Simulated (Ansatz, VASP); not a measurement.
Two plane-wave programs on GaAs

INCAR

```
SYSTEM = GaAs
PREC = Accurate ; ENCUT = 520
EDIFF = 1E-6 ; ISMEAR = 0
SIGMA = 0.02 ; LREAL = .False.
LASPH = .True. ; NELM = 60
ALGO = Normal ; ISIF = 2
LWAVE = .False. ; LCHARG = .False.
GGA = PS ; NBANDS = 16
```

The input KPOINTS:

```
Automatic mesh
0
Gamma
  12 12 12
  0 0 0
```

POSCAR

```
GaAs
1.0
    0.0000000000      2.8291375179      2.8291375179
    2.8291375179      0.0000000000      2.8291375179
    2.8291375179      2.8291375179      0.0000000000
Ga As
1 1
Direct
    0.0000000000      0.0000000000      0.0000000000
    0.2500000000      0.2500000000      0.2500000000
```

Input for Ansatz:

```yaml
crystal:
  lattice:
    - [0.0, 2.8291375183, 2.8291375183]
    - [2.8291375183, 0.0, 2.8291375183]
    - [2.8291375183, 2.8291375183, 0.0]
  atoms:
    - { symbol: Ga, position: [0.0, 0.0, 0.0] }
    - { symbol: As, position: [0.25, 0.25, 0.25] }
basis:
  ecutwfc: 420
kpoints:
  mp_grid: { grid: [12, 12, 12] }
  band_path: { path: [VBM, CBM], npoints: 2 }
hamiltonian:
  xc: pbesol
scf:
  occupations: { method: gaussian, width: 0.02 }
output:
  forces: true
  stress: true
  eigenvalues: true
```

Alike in both runs: task single point; functional PBEsol; k mesh 12 × 12 × 12; occupations gaussian, width 0.02 eV; no spin polarisation.

```csv
,VASP,Ansatz
version,VASP 6.6.1,Ansatz 0.2.0
potentials or method,"VASP PAW PBE potentials, release 64 (Ga_d, As)","scalar-relativistic, plane waves, PAW"
plane-wave cutoff (eV),520,420
valence electrons in the cell,18,28
```

Ansatz gave:

* gap on the k mesh at the Fermi level (eV): 0.42
* least direct gap on the mesh (eV): 0.42
* pressure (GPa): 0.0

Task: Which values does VASP return?

Result: gap on the k mesh at the Fermi level (eV): 0.44; least direct gap on the mesh (eV): 0.44; pressure (GPa): 0.2.

The two sets of potentials don't hold the same shells in valence.

Caveats: the PAW data sets were made with another functional, which shifts forces and pressure a little (VASP).
